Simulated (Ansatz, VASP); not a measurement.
**Two plane-wave programs on P**

```
P
1.0
     2.37790    0.00000    0.00000
     0.00000    2.37790    0.00000
     0.00000    0.00000    2.37794
P
1
Direct
  0.00000 0.00000 0.00000
```

Alike in both runs: functional PBE; dispersion D3(BJ); k mesh 18 × 18 × 18; occupations gaussian, width 0.1 eV; no spin polarisation.

Ansatz relaxed the structure, and its values are those at the end. VASP's run is a single point on that final structure, the one shown.

```csv
,VASP,Ansatz
version,VASP 6.6.1,Ansatz 0.2.0
potentials or method,"VASP PAW PBE potentials, release 64 (P)","scalar-relativistic, plane waves, PAW"
plane-wave cutoff (eV),520,420
valence electrons in the cell,5,5
```

Ansatz gave:

```
gap on the k mesh at the Fermi level (eV) : none
pressure (GPa)                            : 5.0
```

Question: What did VASP give for the same quantities?

Answer: gap on the k mesh at the Fermi level (eV): none; pressure (GPa): 4.6.

A gap of «none» marks a metal or a gap that the smearing closes. Ansatz warned: «near_symmetry_operations_not_taken».

Caveats: pairwise dispersion overbinds metals, which lowers pressure and volume.
